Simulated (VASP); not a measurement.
# Pd, self-consistent run: which settings are enough?

Pd, Fm-3m (no. 225), 1 atom in the cell. RPBE; PAW potentials Pd (PBE set). VASP 6.6.1.

Wanted: energy within 0.2 meV/atom; Fermi level within 0.005 eV.

What the run is for: comparing ways to start; Accuracy asked: tight.

POSCAR:
```
Pd
1.0
    0.0000000000      1.9465000000      1.9465000000
    1.9465000000      0.0000000000      1.9465000000
    1.9465000000      1.9465000000      0.0000000000
Pd
1
Direct
    0.0000000000      0.0000000000      0.0000000000
```

## How the run starts (with a second run first, the time holds both)

| How the run starts (with a second run first, the time holds both) | Energy less reference (meV/atom) | Fermi level (eV) | Time (s) |
|---|---|---|---|
| from scratch: 11 SCF iterations | 0.00 | 9.8878 | 8.6 |
| orbitals of a nearby geometry (ISTART 1): 11 + 7 SCF iterations | 0.00 | 9.8878 | 27 |
| orbitals and density of a nearby geometry: 11 + 10 SCF iterations | 0.00 | 9.8878 | 23 |
| density of a nearby geometry (ICHARG 1): 11 + 11 SCF iterations | 0.00 | 9.8878 | 25 |
| orbitals in the old basis (ISTART 2), symmetry off: 11 + 8 SCF iterations | -0.53 | 9.8878 | 135 |

Chosen: from scratch: 11 SCF iterations; no other choice that stays within half of the tolerance saves 30 % of the time.

The chosen settings are those of the reference run.

## The input

INCAR:
```
GGA = RP
ISMEAR = 1
SIGMA = 0.1
LWAVE = False
LCHARG = False
ISIF = 2
PREC = Accurate
LASPH = True
LREAL = False
ALGO = Normal
EDIFF = 1E-6
NELM = 120
GGA_COMPAT = False
ENCUT = 400
```

KPOINTS:
```
k-points
0
Gamma
  14 14 14
```

Commands:
```
cat potpaw_PBE.64/Pd/POTCAR > POTCAR
mpirun -np 1 vasp_std > vasp.out
```

The chosen input took VASP 6.6.1 8.6 s on 1 core (AMD EPYC 7R13 (Zen 3)), a shared host.

## An input that fails: restart asked without its files

VASP's message: ERROR: charge density could not be read from file CHGCAR for ICHARG>10.

Changes against the starting input:
```
- NELM = 120
+ NELM = 60
+ ICHARG = 11
```
